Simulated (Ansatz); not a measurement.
# AlRu: zone-centre modes under pressure

AlRu, Pm-3m, a = 3.006 Å. The structure is a COD entry; whether it is the stable form wasn't checked. Ansatz: PBE, PAW, 420 eV, Γ-centred 14×14×14 mesh on 2 atoms, Fermi-Dirac smearing 0.15 eV; no spin polarisation. Cell and atoms are relaxed at each pressure with the symmetry kept; optical modes at Γ by linear response, in cm⁻¹, the highest.

```tsv
P (GPa)	V (Å³/atom)	ω1
0	13.583	305.8
3	13.389	314.8
8	13.095	328.6
15	12.734	?
```

Q: Get the mode's Grüneisen parameter γ = −d ln ω/d ln V from the other rows and predict the missing frequency.

A: ln(V/V0) = 0.0000, -0.0144, -0.0366, -0.0645; a line through ln(ω/ω0) of the 3 known rows gives ω1: γ = 1.962 (intercept 0.0003), predicted 347.2, computed 346.3. The miss is 0.2 %, or 2 % of the shift under pressure, so a constant γ serves at that level. In a metal these frequencies hang on the mesh and smearing.

Cost: 4 runs of about 1.3 core-minutes in all, on AMD EPYC 7R13 Processor (Zen 3) (shared hosts).